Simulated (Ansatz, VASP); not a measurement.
**Lu in VASP and in Ansatz**

Contents of INCAR:

```
ALGO = Normal
EDIFF = 1E-7
ENCUT = 520
GGA = PE
ISIF = 2
ISMEAR = -1
LASPH = True
LCHARG = False
LREAL = False
LWAVE = False
NBANDS = 18
NELM = 100
PREC = Accurate
SIGMA = 0.05
```

Contents of KPOINTS:

```
k-points
0
Gamma
  10 10 10
```

The input POSCAR:

```
Lu
1.0
   -1.9142161787      1.9142161787      1.9142161787
    1.9142161787     -1.9142161787      1.9142161787
    1.9142161787      1.9142161787     -1.9142161787
Lu
1
Direct
    0.0000000000      0.0000000000      0.0000000000
```

File input.yaml:

```yaml
crystal:
  lattice:
    - [-1.9142161787, 1.9142161787, 1.9142161787]
    - [1.9142161787, -1.9142161787, 1.9142161787]
    - [1.9142161787, 1.9142161787, -1.9142161787]
  atoms:
    - { symbol: Lu, position: [0.0, 0.0, 0.0] }
hamiltonian:
  xc: pbe
  pseudopotentials: { kind: paw }
kpoints:
  mp_grid: { grid: [10, 10, 10] }
scf:
  occupations: { method: fermi_dirac, width: 0.05 }
output:
  forces: true
  stress: true
  eigenvalues: true
```

Change from the starting cell: volume scaled by 0.94.

Alike in both runs: task single point; functional PBE; k mesh 10 × 10 × 10; occupations fermi-dirac, width 0.05 eV; no spin polarisation.

|  | VASP | Ansatz |
| --- | --- | --- |
| version | VASP 6.6.1 | Ansatz 0.2.0 |
| potentials or method | VASP PAW PBE potentials, release 64 (Lu) | Ansatz PAW |
| plane-wave cutoff (eV) | 520 | 420 |
| valence electrons in the cell | 25 | 25 |

Ansatz gave:

- gap on the k mesh at the Fermi level (eV): none
- pressure (GPa): 2.6

**Question.** Estimate VASP's values.

**Answer.** gap on the k mesh at the Fermi level (eV): none; pressure (GPa): 2.7.

A gap of «none» marks a metal or a gap that the smearing closes. With one functional, cell and mesh, what is left measures potentials, basis and numerics.

Spin-orbit coupling is left out, which matters for the levels of Lu.
